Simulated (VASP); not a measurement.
**BaTiO3: relaxation of cell and atoms with r2SCAN**

Crystal: BaTiO3.

```xyz
5
Lattice="3.9998 0.0000 0.0000 0.0000 3.9998 0.0000 0.0000 0.0000 4.0180" Properties=species:S:1:pos:R:3 pbc="T T T"
Ba    0.0000    0.0000    0.0000
Ti    1.9999    1.9999    1.9688
O     1.9999    1.9999    0.0763
O     1.9999    0.0000    2.0773
O     0.0000    1.9999    2.0773
```

```yaml
Program: VASP 6.6.1
Task: relaxation of cell and atoms
Functional: r2SCAN
Potentials_or_basis: VASP PAW PBE potentials, release 64 (Ba_sv, Ti_sv, O)
Cutoff: 600 eV
k_mesh: 8 × 8 × 8
Occupations: gaussian, width 0.03 eV
Spin: no spin polarisation
Further_INCAR_settings: ALGO = Normal; EDIFF = 1e-06; IBRION = 2; EDIFFG = -0.01; NSW = 90; ISIF = 3
```

```yaml
Relaxed_volume: 13.08 Å³/atom
Relaxed_cell: a = 3.987 Å, b = 3.987 Å, c = 4.115 Å, α = 90.00°, β = 90.00°, γ = 90.00°
Space_group_after_relaxing_to_0.05_Å: P4mm (No. 99)
Energy_gained_by_relaxing: 3.6 meV/atom
Ionic_steps: 14
Pressure_after_relaxing: 0.0 GPa
Band_gap_on_the_k_mesh: 2.18 eV, indirect (least direct gap 2.66 eV)
```

Forces in eV/Å, atoms in the order of the input:
```
Ba   0.000  0.000  0.003
Ti   0.000  0.000  0.000
O    0.000  0.000  0.002
O    0.000  0.000 -0.003
O    0.000  0.000 -0.003
```

Step by step:
| step | energy change (eV) | largest force (eV/Å) | pressure (GPa) | volume (Å³) |
| --- | --- | --- | --- | --- |
| 1 | 0.0000 | 0.3061 | 0.98 | 64.28 |
| 2 | -0.0077 | 0.2206 | -0.66 | 65.01 |
| 3 | -0.0080 | 0.2031 | -1.04 | 65.18 |
| 4 | -0.0126 | 0.1118 | 0.05 | 64.97 |
| 5 | -0.0127 | 0.0963 | 0.23 | 64.93 |
| 6 | -0.0145 | 0.0767 | 0.21 | 65.02 |
| 7 | -0.0164 | 0.0971 | 0.19 | 65.19 |
| 8 | -0.0165 | 0.1094 | 0.21 | 65.24 |
| 9 | -0.0174 | 0.0721 | -0.30 | 65.49 |
| 10 | -0.0174 | 0.0648 | -0.36 | 65.54 |
| 11 | -0.0178 | 0.0570 | 0.19 | 65.38 |
| 12 | -0.0178 | 0.0494 | 0.08 | 65.41 |
| 13 | -0.0179 | 0.0173 | 0.00 | 65.42 |
| 14 | -0.0179 | 0.0029 | 0.01 | 65.42 |

Final structure:
```
CELL_PARAMETERS angstrom
3.98727 0.00000 0.00000
0.00000 3.98727 0.00000
0.00000 0.00000 4.11497
ATOMIC_POSITIONS crystal
Ba 0.00000 0.00000 0.99717
Ti 0.50000 0.50000 0.47920
O 0.50000 0.50000 0.03310
O 0.50000 0.00000 0.51676
O 0.00000 0.50000 0.51676
```

Levels at points of the mesh, in eV from the valence-band top:
```csv
k point,band 18,band 19,band 20,band 21,band 22,band 23
"(0.00, 0.00, 0.00)",-0.68,-0.48,-0.48,2.18,2.61,2.61
"(0.50, 0.00, 0.00)",-1.71,-1.35,-1.17,2.71,3.85,3.92
"(0.50, 0.50, 0.00)",-1.11,-1.11,-0.07,3.95,3.95,4.33
"(0.00, 0.00, 0.50)",-1.99,-0.76,-0.76,2.31,3.84,3.84
"(0.50, 0.00, 0.50)",-1.09,-1.03,-0.39,3.85,3.88,4.21
"(0.50, 0.50, 0.50)",-0.31,-0.31,0.00,4.44,4.44,4.52
```

Run time: 10 min on 2 MPI ranks on Intel(R) Xeon(R) 6975P-C (Granite Rapids), with other jobs on the host, peak memory 0.31 GiB a rank.

Caveat: the PAW data sets were made with another functional, which shifts forces and pressure a little; spin-orbit coupling is left out, which moves the levels of the heavy elements. r2SCAN opens gaps a little over a GGA but as a rule still falls short of measured ones.
